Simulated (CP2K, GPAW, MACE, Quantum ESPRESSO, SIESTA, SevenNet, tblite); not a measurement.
# Forces in graphene armchair nanoribbon, H-capped (84 atoms), program by program

Aim: forces and gap of graphene armchair nanoribbon, H-capped (84 atoms) at one geometry, from other programs and methods, against plane-wave PBE.

Results are calculated, not measured.

## 1. The cell

The cell holds 84 atoms (72 C and 12 H), with edges of 12.78, 25.42 and 10.00 Å. Recipe: graphene (a = 2.46 Å), rectangular cell with x along the armchair direction; strip nominally 15 Å wide, 3 periods, edges capped with H, 10 Å of vacuum; minimised with a classical potential. Then every atom was moved at random, 0.02 Å r.m.s. a Cartesian component (hydrogen 0.6 of that).

## 2. The reference input

Quantum ESPRESSO 7.5: Kohn-Sham DFT, PBE, SSSP efficiency 1.3.0 pseudopotentials, plane waves. Its input, pw.in:

```
&control
  calculation = 'scf'
  pseudo_dir = './pseudo'
  outdir = './tmp'
  disk_io = 'none'
  tprnfor = .true.
/
&system
  ibrav = 0
  nat = 84
  ntyp = 2
  ecutwfc = 60
  ecutrho = 480
  nosym = .true.
  occupations = 'smearing'
  smearing = 'fd'
  degauss = 0.003675
/
&electrons
  conv_thr = 4.2e-07
  electron_maxstep = 100
  mixing_beta = 0.2
  mixing_mode = 'local-TF'
  diagonalization = 'david'
/
ATOMIC_SPECIES
C 12.011 C.upf
H 1.008 H.upf
CELL_PARAMETERS angstrom
12.78253 0.00000 0.00000
0.00000 25.41794 0.00000
0.00000 0.00000 10.00000
ATOMIC_POSITIONS crystal
C 0.05398 0.28604 0.50129
C 0.11347 0.23981 0.49768
C 0.22027 0.24147 0.49996
C 0.28292 0.28673 0.50091
[... 78 atom lines left out ...]
H 0.75352 0.79885 0.50109
H 0.91331 0.79757 0.50132
K_POINTS gamma
```

```console
$ OMP_NUM_THREADS=1 pw.x -in pw.in > output.txt
```

Wall time 53 min (1 thread of Arm Neoverse N1, shared host); peak memory 9.2 GiB.

It converged with an r.m.s. force component of 1.4 eV/Å.

Its highest filled and lowest empty levels lie 0.52 eV apart on its k-points.

## 3. The other programs

- CP2K 2026.2: Gaussian basis with GTH pseudopotentials and a plane-wave density; labels give functional, basis (MOLOPT sets; SR short-range, UZH the newer set with its own potentials), grid cutoff/relative cutoff and solver (OT: orbital transformation; TRS4, TC2, SIGN: linear-scaling purification with its sparsity filter), or its built-in tight binding.
- GPAW 26.7.0: PAW with atomic orbitals (LCAO), plane waves or a real-space grid of spacing h.
- MACE: machine-learned potential, published weights.
- Quantum ESPRESSO 7.5: plane waves; labels (QE) give functional, pseudopotential set and cutoffs of waves/density.
- SIESTA 5.4.2: numerical atomic orbitals, whose automatically made sets are far from complete, with PseudoDojo norm-conserving potentials that we converted to its format (checked against plane waves on the same files for H, C, O, Si, Ge and Ca alone); labels give functional, basis size, energy shift and mesh cutoff.
- SevenNet: machine-learned potential, published weights.
- tblite 0.8.0: extended tight binding, driven from Python.

All use the same cell and atoms, and the electronic-structure runs the same k-mesh.

## 4. Side by side

Differences are against the reference: forces as r.m.s. over components, share as that over the reference's r.m.s. force, slope as the fitted ratio of a run's forces to the reference's.

```csv
run,"Δ force, r.m.s. (meV/Å)",share (%),slope,Δ gap (eV),cores,CPU time,memory (GiB)
reference,-,-,-,-,1,53 min,9.2
"CP2K PBE, DZVP-MOLOPT-SR, 225/50 Ry, diagonalisation (coarse)",45.0,3.22,1.012,0.0039,2,2.7 min,2.4
"CP2K PBE, DZVP-MOLOPT-SR, 315/50 Ry, diagonalisation (coarse)",45.9,3.29,1.017,0.0039,2,3.8 min,3.6
"CP2K PBE, DZVP-MOLOPT-SR, 450/20 Ry, diagonalisation (coarse)",42.6,3.06,1.015,0.004,2,4.2 min,6.5
"CP2K PBE, DZVP-MOLOPT-SR, 450/50 Ry, diagonalisation",44.0,3.15,1.015,0.0039,2,5 min,6.5
"CP2K PBE, SZV-MOLOPT-SR, 450/50 Ry, diagonalisation (coarse)",447,32.0,1.256,0.139,1,3.5 min,6.3
"CP2K PBE, TZV2P-UZH, 450/50 Ry, diagonalisation",17.8,1.28,1.005,0.0094,4,13 min,8.2
"CP2K PBE, TZVP-MOLOPT, 450/50 Ry, diagonalisation",9.91,0.71,1.003,0.0039,4,28 min,7.8
"CP2K r2SCAN, SCAN potentials, DZVP-UZH(SCAN), 600/50 Ry, diagonalisation",81.7,5.86,1.028,0.055,2,12 min,8.8
"CP2K revPBE, PBE potentials, DZVP-MOLOPT-SR, 450/50 Ry, diagonalisation",58.2,4.17,1.014,0.0069,2,5 min,6.5
"GPAW PBE, LCAO dzp, h 0.2 Å",163,11.7,1.052,0.023,1,2 min,1.3
"GPAW PBE, LCAO dzp, h 0.2 Å, other mixer settings",164,11.7,1.052,0.0229,1,2.5 min,1.1
"GPAW PBE, LCAO dzp, h 0.28 Å (coarse)",522,37.4,1.044,0.025,1,72 s,0.59
"GPAW PBE, LCAO sz(dzp), h 0.2 Å (coarse)",865,62.0,1.212,0.036,1,59 s,1.1
"GPAW PBE, LCAO szp(dzp), h 0.2 Å (coarse)",549,39.4,1.040,0.0022,1,100 s,1.3
MACE MP-0b2 small potential,478,34.2,0.694,-,1,11 s,0.67
MACE MPA-0 medium potential,409,29.3,0.757,-,1,13 s,0.83
"QE PBE, sssp-1.3.0-efficiency, 20/160 Ry (coarse)",258,18.5,1.077,-3.0e-4,4,11 min,2.1
"SIESTA PBE, DZP, shift 0.01 Ry, mesh 150 Ry (coarse)",224,16.1,1.097,0.0184,1,2 min,0.56
"SIESTA PBE, DZP, shift 0.01 Ry, mesh 300 Ry",225,16.2,1.097,0.0185,1,4.9 min,1.1
"SIESTA PBE, SZ, shift 0.01 Ry, mesh 300 Ry (coarse)",947,67.9,1.280,0.0427,1,90 s,0.75
"SIESTA PBE, TZP, shift 0.01 Ry, mesh 300 Ry",198,14.2,1.076,0.0185,2,7.3 min,1.5
"SIESTA RPBE, PBE potentials, DZP, shift 0.01 Ry, mesh 300 Ry",217,15.6,1.098,0.0215,1,4.7 min,1.1
SevenNet 0 potential,341,24.5,0.831,-,1,13 s,0.81
tblite GFN1-xTB,145,10.4,0.946,-,1,2 s,0.1
```

Rows marked coarse were listed beforehand as settings not expected to be converged; some can still land near the reference.

Times of the machine-learned potentials are mostly Python's start and the loading of weights.

At other geometries of this session 1 more runs gave no result.

CPU time is summed over cores on shared hosts, so it is rough.

## 5. What came out

Forces lie from 0.71 % (CP2K PBE, TZVP-MOLOPT, 450/50 Ry, diagonalisation) to 68 % (SIESTA PBE, SZ, shift 0.01 Ry, mesh 300 Ry, coarse) of the reference's r.m.s. force of 1.4 eV/Å away from it. The PBE runs in local orbitals, coarse settings apart, differ by 0.71 % (CP2K PBE, TZVP-MOLOPT, 450/50 Ry, diagonalisation) to 16 % (SIESTA PBE, DZP, shift 0.01 Ry, mesh 300 Ry); basis, grid and potentials can all enter. Tight binding differs by 10 % (tblite GFN1-xTB); it is another model, with fitted parameters of its own, and the xTB methods hold dispersion. Machine-learned potentials differ by 24 % (SevenNet 0 potential) to 34 % (MACE MP-0b2 small potential); they were trained on other programs' data. Among those trained on PBE data the slope goes as low as 0.69, which softening far from their training structures can give, though the reference's k-sampling is untested too.

Rows with another functional or a dispersion term differ by 4.2 % (CP2K revPBE, PBE potentials, DZVP-MOLOPT-SR, 450/50 Ry, diagonalisation) to 16 % (SIESTA RPBE, PBE potentials, DZP, shift 0.01 Ry, mesh 300 Ry), which mixes the change of model with differences of basis and potentials, some of them made for another functional. Runs with settings chosen to be coarse differ by 3.1 % (CP2K PBE, DZVP-MOLOPT-SR, 450/20 Ry, diagonalisation) to 68 % (SIESTA PBE, SZ, shift 0.01 Ry, mesh 300 Ry), their programs' other errors included. CP2K PBE, SZV-MOLOPT-SR, 450/50 Ry, diagonalisation stiffens the forces by a factor of 1.26 while following their directions (correlation 0.988); the slopes of the 9 CP2K runs lie between 1.00 and 1.26. In GPAW PBE, LCAO dzp, h 0.2 Å the difference has nearly one length on every H (0.60 eV/Å) and points along its bond, outwards: this method prefers longer bonds, and stiff bonds to hydrogen turn a small shift into a large force. From CP2K PBE, DZVP-MOLOPT-SR, 225/50 Ry, diagonalisation to the finer CP2K PBE, DZVP-MOLOPT-SR, 450/50 Ry, diagonalisation the share goes from 3.22 to 3.15 %, so the grid isn't what parts these runs from the reference. From GPAW PBE, LCAO dzp, h 0.28 Å to the finer GPAW PBE, LCAO dzp, h 0.2 Å, other mixer settings the share falls from 37 to 12 %. Gaps at PBE, coarse settings apart, lie +0.00 to +0.02 eV from the reference's, on k-points that hold the band edges only if these fold onto them.

**Limits.** Periodic xTB results under one method name differ between programs and library versions. Machine-learned potentials mimic data converged in k, so the reference's own k-point error enters their differences. The runs have no spin polarisation, so any moments at edges, vacancies or dangling bonds can't form. The electronic-structure runs sample only Γ, in a cell whose periodic width is 13 Å. Where levels are smeared, the DFT runs use Fermi–Dirac occupations at 580 K (0.05 eV), and energies are free energies. The atoms were displaced at random, and shares hang on the size of the forces that this gives. The reference's cutoffs and mesh weren't converged further here.

[Logs are printed without paths, hosts, clocks, repeated set-up lines and the standing remarks that a program may print on its own settings, such as how far it seeks lower states.]

[Hosts, paths, dates, database ids (printed as entryN), source tags and the programs' standing remarks are cut or masked in the printed files.]

[Cells were taken only where this reference lay near another plane-wave run.]
